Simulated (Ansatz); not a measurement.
Here is an Ansatz 0.2.0 calculation.

input.yaml

```yaml
crystal:
  lattice:
    - [3.355005, 0.0, 0.0]
    - [0.0, 5.674104, 0.0]
    - [0.0, 0.0, 4.22197]
  atoms:
    - { symbol: Sn, position: [0.5, 0.768091, 0.013144] }
    - { symbol: Sn, position: [0.0, 0.231909, 0.513144] }
    - { symbol: O, position: [0.5, 0.10875, 0.236857] }
    - { symbol: O, position: [0.0, 0.89125, 0.736857] }
hamiltonian:
  xc: pbe0
  pseudopotentials: { kind: paw }
kpoints:
  mp_grid: { grid: [5, 3, 4] }
scf:
  occupations: { method: fermi_dirac, width: 0.05 }
  n_extra_bands: 10
output:
  forces: true
  stress: true
  eigenvalues: true
  dos: { projected: true, de: 0.05 }
```

Potentials or basis: Ansatz PAW.

Launch:

```sh
$ ansatz run input.yaml --threads 2 --pin off --max-ram 5632MiB --backend cpu --events-out ev --progress --plain --runs-dir out
```

Problem. What does it give for the band gap on the k mesh?

Solution. 2.99 eV, indirect (least direct gap 3.59 eV).

Problem. Estimate the pressure.

Solution. -3.3 GPa.

Problem. Estimate the largest force.

Solution. 0.775 eV/Å.

States per cell in windows of 1 eV (zero at the valence-band top; states under -8 eV left out):
```
from (eV)  total  O 2p  Sn 5p  Sn 5s  O 2s  Sn 4d
     -8.0   1.64  0.82   0.12   0.63  0.06   0.01
     -7.0   0.67  0.28   0.06   0.28  0.04   0.00
     -6.0   1.59  1.13   0.35   0.07  0.02   0.01
     -5.0   2.70  2.05   0.49   0.10  0.03   0.02
     -4.0   3.81  3.23   0.35   0.14  0.03   0.01
     -3.0   0.85  0.56   0.15   0.12  0.00   0.00
     -2.0   1.84  0.75   0.53   0.52  0.01   0.00
     -1.0   1.31  0.45   0.35   0.49  0.01   0.00
      0.0   0.00  0.00   0.00   0.00  0.00   0.00
      1.0   0.00  0.00   0.00   0.00  0.00   0.00
      2.0   0.01  0.00   0.00   0.00  0.00   0.00
      3.0   1.10  0.13   0.77   0.04  0.08   0.00
      4.0   2.23  0.28   1.50   0.19  0.13   0.00
      5.0   0.81  0.10   0.55   0.06  0.05   0.00
      6.0   2.26  0.26   1.63   0.08  0.08   0.00
      7.0   1.61  0.20   1.06   0.11  0.03   0.00
```

Caveat: odd divisions of the mesh miss points on the zone boundary, where band edges often lie, so the gap on the mesh can be too wide; the pressure holds a Pulay correction of +0.3 GPa for the finite cutoff; spin-orbit coupling is left out, which moves the levels of the heavy elements; the PAW data sets come from PBE, with cores solved anew for the run's functional, which leaves a small shift of forces and pressure; the density of states is complete only up to the lowest level of the last band computed; the thresholds are loose for stress. A k mesh can miss the band edges.
